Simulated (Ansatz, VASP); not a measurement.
## Two plane-wave programs on Nb

```xyz
1
Lattice="-1.6858 1.6858 1.6858 1.6858 -1.6858 1.6858 1.6858 1.6858 -1.6858" Properties=species:S:1:pos:R:3 pbc="T T T"
Nb    0.0000    0.0000    0.0000
```

Change from the starting cell: volume scaled by 1.04.

Alike in both runs: task single point; functional PBE; k mesh 11 × 11 × 11; occupations fermi-dirac, width 0.05 eV; no spin polarisation.

```csv
,VASP,Ansatz
version,VASP 6.6.1,Ansatz 0.2.0
potentials or method,"VASP PAW PBE potentials, release 64 (Nb_sv)",Ansatz PAW
plane-wave cutoff (eV),520,420
valence electrons in the cell,13,13
```

Ansatz gave:

* gap on the k mesh at the Fermi level (eV): none
* pressure (GPa): -8.0

Problem. Estimate VASP's values.

Solution. gap on the k mesh at the Fermi level (eV): none; pressure (GPa): -8.3.

A gap of «none» marks a metal or a gap that the smearing closes. The functional is the same, so the differences come from potentials, cutoffs and numerics.
